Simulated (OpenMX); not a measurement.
CdTe under changes of volume

One of the cells (32.922 Å³/atom); the others are scaled copies at fixed shape and fractional positions:

```
CELL_PARAMETERS angstrom
0.00000 3.20500 3.20500
3.20500 0.00000 3.20500
3.20500 3.20500 0.00000
ATOMIC_POSITIONS crystal
Te 0.75000 0.75000 0.75000
Cd 0.00000 0.00000 0.00000
```

| Item | Value |
| --- | --- |
| Program | OpenMX 3.8.5 |
| Functional | PBE |
| Potentials or basis | OpenMX 2013 PBE set, Te7.0-s3p2d2, Cd7.0-s3p2d1, fixed grid of 50 × 50 × 50 points |
| k mesh | 7 × 7 × 7 |
| Occupations | fermi-dirac, width 0.05 eV |
| Spin | no spin polarisation |

```csv
volume (Å³/atom),energy over the lowest point (meV/atom),gap on the mesh (eV)
30.947,142.71,1.45
31.605,106.12,1.35
32.263,75.49,1.27
32.922,50.20,1.18
33.580,29.32,1.10
34.239,?,?
34.897,0.00,0.95
```

**Question.** What does the run at 34.239 Å³/atom give?

**Answer.** Energy over the lowest point 12.64 meV/atom; gap on the mesh 1.03 eV.

Worked out: A Birch-Murnaghan fit of order 3 (a polynomial in V^(-2/3)) to the other rows has no minimum within the range. It gives 12.83 meV/atom at 34.239 Å³/atom, against the run's 12.64. A straight line through the other rows of the gap, of slope -4.15 eV per unit of ln V (its deformation potential), gives 1.02 eV, against the run's 1.03.

Energies are extrapolated to zero smearing.

Caveats: the basis has few d functions beyond the semicore shells, which can make volumes several per cent too large; spin-orbit coupling is left out, which moves the levels of the heavy elements; the basis of atomic orbitals isn't converged, which shifts pressures, moduli and gaps.
